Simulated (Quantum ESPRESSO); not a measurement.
The system is GaAs.

```
CELL_PARAMETERS angstrom
0.00000 2.82685 2.82685
2.82685 0.00000 2.82685
2.82685 2.82685 0.00000
ATOMIC_POSITIONS crystal
As 0.75000 0.75000 0.75000
Ga 0.00000 0.00000 0.00000
```

Below is the output of Quantum ESPRESSO 7.5 for this cell. Logs are shortened: lines on timing, memory, paths and dates and some standing lists are left out, and cuts for length are marked.

```text
This program is part of the open-source Quantum ESPRESSO suite
     for quantum simulation of materials; please cite
         "P. Giannozzi et al., J. Phys.:Condens. Matter 21 395502 (2009);
         "P. Giannozzi et al., J. Phys.:Condens. Matter 29 465901 (2017);
         "P. Giannozzi et al., J. Chem. Phys. 152 154105 (2020);
     in publications or presentations arising from this work. More details at

     file Ga.pbe-dn-kjpaw_psl.1.0.0.UPF: wavefunction(s)  4S renormalized
     Message from routine setup:
     using ibrav=0 with symmetry is DISCOURAGED, use correct ibrav instead

     G-vector sticks info
     --------------------
     sticks:   dense  smooth     PW     G-vecs:    dense   smooth      PW
     Sum        2527    1261    367                84283    29603    4645

     Using Slab Decomposition

     bravais-lattice index     =            0
     lattice parameter (alat)  =       7.5547  a.u.
     unit-cell volume          =     304.8842 (a.u.)^3
     number of atoms/cell      =            2
     number of atomic types    =            2
     number of electrons       =        18.00
     number of Kohn-Sham states=           15
     kinetic-energy cutoff     =      80.0000  Ry
     charge density cutoff     =     644.0000  Ry
     scf convergence threshold =      4.0E-10
     mixing beta               =       0.5000
     number of iterations used =            8  plain     mixing
     energy convergence thresh.=      1.0E-05
     force convergence thresh. =      4.0E-04
     press convergence thresh. =      3.0E-01
     Exchange-correlation= SLA  PW   PBX  PBC
                           (   1   4   3   4   0   0   0)
     nstep                     =           40

     celldm(1)=   7.554690  celldm(2)=   0.000000  celldm(3)=   0.000000
     celldm(4)=   0.000000  celldm(5)=   0.000000  celldm(6)=   0.000000

     crystal axes: (cart. coord. in units of alat)
               a(1) = (   0.000000   0.707107   0.707107 )
               a(2) = (   0.707107   0.000000   0.707107 )
               a(3) = (   0.707107   0.707107   0.000000 )

     reciprocal axes: (cart. coord. in units 2 pi/alat)
               b(1) = ( -0.707107  0.707107  0.707107 )
               b(2) = (  0.707107 -0.707107  0.707107 )
               b(3) = (  0.707107  0.707107 -0.707107 )

     PseudoPot. # 1 for As read from file:
     As.pbe-n-rrkjus_psl.0.2.UPF
[... 119 lines left out ...]
     estimated scf accuracy    <       0.00004517 Ry

     iteration #  6     ecut=    80.00 Ry     beta= 0.50
     Davidson diagonalization with overlap
     ethr =  2.51E-07,  avg # of iterations =  4.8
[... 29 lines left out ...]
     total energy              =    -296.17585819 Ry
     estimated scf accuracy    <          5.5E-09 Ry

[... 83 further cycles ...]
     iteration # 15     ecut=    80.00 Ry     beta= 0.50
     Davidson diagonalization with overlap
     ethr =  1.27E-11,  avg # of iterations =  5.9

     total energy              =    -296.17759757 Ry
     estimated scf accuracy    <          1.3E-09 Ry
[... 57 lines left out ...]
     iteration # 24     ecut=    80.00 Ry     beta= 0.50
     Davidson diagonalization with overlap
     ethr =  1.00E-13,  avg # of iterations =  1.9

     End of self-consistent calculation

          k = 0.0000 0.0000 0.0000 (  3839 PWs)   bands (ev):

    -8.5848  -8.5848  -8.5848  -8.5184  -8.5184  -6.2540   6.1229   6.1229
     6.1229   6.2873   9.8421   9.8421   9.8421  13.6367  16.1567

          k = 0.0869 0.0869-0.0869 (  3837 PWs)   bands (ev):
[... 86 lines left out ...]
    -8.6717  -8.5489  -8.5466  -8.5349  -8.5081  -4.1069  -0.2248   3.2144
     3.7799   7.8730   8.7784  14.3423  14.8540  16.4968  18.4639

          k = 0.0000-0.5216 0.5216 (  3887 PWs)   bands (ev):

    -8.6671  -8.5548  -8.5492  -8.5293  -8.5117  -4.0037  -0.2975   2.5172
     4.0135   8.1053  10.6519  13.8455  13.9872  14.5581  16.5891

          k =-0.6954-0.0000 0.0000 (  3892 PWs)   bands (ev):
[... 31 lines left out ...]
    -8.6600  -8.5616  -8.5522  -8.5242  -8.5149  -4.1883  -0.0516   2.5632
     3.9674   9.3673  11.2740  11.4260  13.6833  14.6470  16.4114

          k =-0.6954 0.1739 0.0000 (  3888 PWs)   bands (ev):

    -8.6719  -8.5509  -8.5457  -8.5330  -8.5093  -3.9441  -0.3901   3.1855
     3.2805   8.7163   8.8316  14.0467  14.2412  16.7712  18.1292

          k =-0.6954 0.3477 0.0000 (  3852 PWs)   bands (ev):

    -8.6657  -8.5590  -8.5468  -8.5270  -8.5138  -3.9202  -0.3029   2.8198
     3.0066  10.5161  10.8182  11.4020  12.1519  16.8309  18.0676

     the Fermi energy is     6.2410 ev

!    total energy              =    -296.17759757 Ry
     estimated scf accuracy    <          1.0E-12 Ry
     smearing contrib. (-TS)   =      -0.00002408 Ry
     internal energy E=F+TS    =    -296.17757349 Ry

     The total energy is F=E-TS. E is the sum of the following terms:
     one-electron contribution =    -122.14419145 Ry
     hartree contribution      =      76.03956887 Ry
     xc contribution           =     -47.37612458 Ry
     ewald contribution        =     -91.47499175 Ry
     one-center paw contrib.   =    -111.22183457 Ry

     convergence has been achieved in  24 iterations

     Forces acting on atoms (cartesian axes, Ry/au):

     atom    1 type  1   force =     0.00000000   -0.00000000    0.00000000
     atom    2 type  2   force =    -0.00000000   -0.00000000    0.00000000

     Total force =     0.000000     Total SCF correction =     0.000000

     Computing stress (Cartesian axis) and pressure

          total   stress  (Ry/bohr**3)                   (kbar)     P=        0.12
   0.00000080   0.00000000   0.00000000            0.12        0.00        0.00
   0.00000000   0.00000080   0.00000000            0.00        0.12        0.00
   0.00000000   0.00000000   0.00000080            0.00        0.00        0.12

=------------------------------------------------------------------------------=
   JOB DONE.
=------------------------------------------------------------------------------=
```

**Question.** Write the input and the command behind it.

**Answer.** Relaxation of cell and atoms with PBE, no spin polarisation. The files as run (others can give the same):

pw.in
```
&CONTROL
  calculation = 'vc-relax'
  prefix = 'pwscf'
  outdir = './tmp'
  pseudo_dir = './pseudo'
  tprnfor = .true.
  tstress = .true.
  disk_io = 'low'
  nstep = 40
  forc_conv_thr = 0.0004
  etot_conv_thr = 1d-05
/
&SYSTEM
  ibrav = 0
  nat = 2
  ntyp = 2
  ecutwfc = 80
  ecutrho = 644
  nbnd = 15
  occupations = 'smearing'
  smearing = 'fd'
  degauss = 0.00367493
/
&ELECTRONS
  conv_thr = 4d-10
  electron_maxstep = 120
  mixing_beta = 0.5
/
&IONS
  ion_dynamics = 'bfgs'
/
&CELL
  cell_dynamics = 'bfgs'
  press = 0
  press_conv_thr = 0.3
/
ATOMIC_SPECIES
As    74.9216 As.pbe-n-rrkjus_psl.0.2.UPF
Ga    69.7230 Ga.pbe-dn-kjpaw_psl.1.0.0.UPF
CELL_PARAMETERS bohr
   0.0000000000    5.3419722954    5.3419722954
   5.3419722954    0.0000000000    5.3419722954
   5.3419722954    5.3419722954    0.0000000000
ATOMIC_POSITIONS bohr
As     8.0129584431    8.0129584431    8.0129584431
Ga     0.0000000000    0.0000000000    0.0000000000
K_POINTS automatic
8 8 8 0 0 0
```

Potentials or basis: SSSP 1.3 efficiency PBE.
Run with:
```bash
$ OMP_NUM_THREADS=1 pw.x -in pw.in > pw.out
```
